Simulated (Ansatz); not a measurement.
Runs of Ansatz 0.2.0 on Hf. It takes space group Pm-3m (No. 221, cubic). Conventional cell: a = 2.914 Å, b = 2.914 Å, c = 2.914 Å, α = 90.00°, β = 90.00°, γ = 90.00°. Hf (site symmetry m-3m) has 6 Hf at 2.91 Å as nearest neighbours. The cell was built by a generator and needn't be a form met in nature.

```csv
task,level,cell,gap on the mesh (eV),pressure (GPa),relaxed volume (Å³/atom)
single point,B3LYP,as given,none,(b),-
single point,PBEsol0,as given,none,-1.6,-
single point,PBE0,as given,none,(a),-
relaxation of cell and atoms,HSE06,relaxed,none,0.0,25.13
relaxation of cell and atoms,B3LYP,relaxed,none,0.0,25.71
```

Alike in all rows: potentials or basis Ansatz PAW; no spin polarisation; k mesh 5 × 5 × 5; cutoff (eV) 420; smearing fermi-dirac 0.05 eV; the mesh is coarse, so values aren't converged.

Question: Fill in the values left out.

Answer: (a) 1.2; (b) 3.4.

Caveats: all runs use coarse meshes; the PAW data sets come from PBE, with cores solved anew for the run's functional, which leaves a small shift of forces and pressure; the thresholds are loose for stress (some runs); the plane-wave basis is chosen anew once the cell has moved, so the energies of steps on either side of that aren't comparable (some runs).

A k mesh can miss the band edges, and the runs leave out spin-orbit coupling on Hf.

A gap of «none» marks a metal or a gap under the smearing width.
